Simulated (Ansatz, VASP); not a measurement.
ZnO in VASP and in Ansatz

```
Zn O
1.0
     3.27412    0.00000    0.00000
    -1.63706    2.83547    0.00000
     0.00000    0.00000    5.27946
Zn O
2 2
Direct
  0.33333 0.66667 0.00145
  0.66667 0.33333 0.50145
  0.33333 0.66667 0.38065
  0.66667 0.33333 0.88065
```

Alike in both runs: functional RPBE; k mesh 8 × 8 × 6; occupations gaussian, width 0.05 eV; no spin polarisation.

Ansatz relaxed the structure, and its values are those at the end. VASP's run is a single point on that final structure, the one shown.

|  | VASP | Ansatz |
| --- | --- | --- |
| version | VASP 6.6.1 | Ansatz 0.2.0 |
| potentials or method | VASP PAW PBE potentials, release 64 (Zn, O) | scalar-relativistic, plane waves, PAW |
| plane-wave cutoff (eV) | 520 | 420 |
| valence electrons in the cell | 36 | 36 |

```csv
,VASP,Ansatz,Ansatz less VASP
gap on the k mesh at the Fermi level (eV),0.83,0.86,+0.026
least direct gap on the mesh (eV),0.83,0.86,+0.026
pressure (GPa),6.2,5.2,-0.99
rms of the force components (eV/Å),0.003,0.004,+0.0004
```

The functional is the same, so the differences come from potentials, cutoffs and numerics.

Caveats: the PAW data sets were made with another functional, which shifts forces and pressure a little (VASP). A hybrid or GW would open this gap; RPBE tends to underestimate it.
